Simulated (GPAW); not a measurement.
Runs of GPAW 26.7.0 on BP. The structure is cubic, space group F-43m (No. 216). The conventional cell has a = 4.538 Å, b = 4.538 Å, c = 4.538 Å, α = 90.00°, β = 90.00°, γ = 90.00°. P (site symmetry -43m) is surrounded by 4 B at 1.97 Å. B (site symmetry -43m) has 4 P at 1.97 Å as nearest neighbours. 

```csv
task,level,potentials or basis,cell,smearing,band path,band points,optimizer,fmax,max steps,gap on the mesh (eV),pressure (GPa),relaxed volume (Å³/atom)
band structure,LDA,"the program's PAW data sets (release 1.2.1) made for this functional, pw",as given,fermi-dirac 0.05 eV,"GXWKGLUWLK,UX",100,-,-,-,1.19,-5.0,-
band structure,r2SCAN,"GPAW PAW data sets (gpaw-data 1.2.1), pw",as given,fermi-dirac 0.05 eV,"GXWKGLUWLK,UX",60,-,-,-,1.42,0.1,-
relaxation of cell and atoms,LDA,"the program's PAW data sets (release 1.2.1) made for this functional, pw",relaxed to 10 GPa,fermi-dirac 0.05 eV,-,-,BFGS,0.05 eV/Å,100,(a),10.0,-
single point,PBE,"GPAW PAW data sets (gpaw-data 1.2.1), pw",as given,gaussian 0.011 eV,-,-,-,-,-,1.24,1.4,-
relaxation of cell and atoms,PBE,"GPAW PAW data sets (gpaw-data 1.2.1), pw",relaxed,fermi-dirac 0.05 eV,-,-,BFGS,0.02 eV/Å,60,1.25,0.0,11.78
relaxation of cell and atoms,PBEsol,"PAW data sets generated in the run's folder for this functional, pw",relaxed,fermi-dirac 0.05 eV,-,-,FIRE,0.02 eV/Å,60,(b),-0.1,11.57
single point,PBEsol,"PAW data sets generated in the run's folder for this functional, pw",the cell as VASP's run set it,gaussian 0.1 eV,-,-,-,-,-,1.14,-1.7,-
relaxation of cell and atoms,RPBE,"the program's PAW data sets (release 1.2.1) made for this functional, pw",relaxed to 20 GPa,fermi-dirac 0.05 eV,-,-,BFGS,0.02 eV/Å,100,1.15,20.0,-
band structure,RPBE,"the program's PAW data sets (release 1.2.1) made for this functional, pw",as given,fermi-dirac 0.05 eV,"GXWKGLUWLK,UX",80,-,-,-,(c),4.2,-
band structure,PBEsol,"PAW data sets generated in the run's folder for this functional, pw",as given,fermi-dirac 0.05 eV,"GXWKGLUWLK,UX",80,-,-,-,1.14,-1.7,-
relaxation of cell and atoms,revPBE,"the program's PAW data sets (release 1.2.1) made for this functional, pw",relaxed to 5 GPa,fermi-dirac 0.05 eV,-,-,BFGS,0.02 eV/Å,100,1.24,5.0,-
band structure,BLYP,"PAW data sets generated in the run's folder for this functional, pw",as given,fermi-dirac 0.05 eV,"GXWKGLUWLK,UX",100,-,-,-,1.51,6.2,-
```

Alike in all rows: no spin polarisation; k mesh 10 × 10 × 10; cutoff (eV) 800.

Estimate the missing entries.

(a) 1.09; (b) 1.12; (c) 1.27.

Caveats: later steps reuse the first step's grids (some runs); the PAW data sets were made with another functional, which shifts forces and pressure a little (some runs).

A k mesh can miss the band edges.
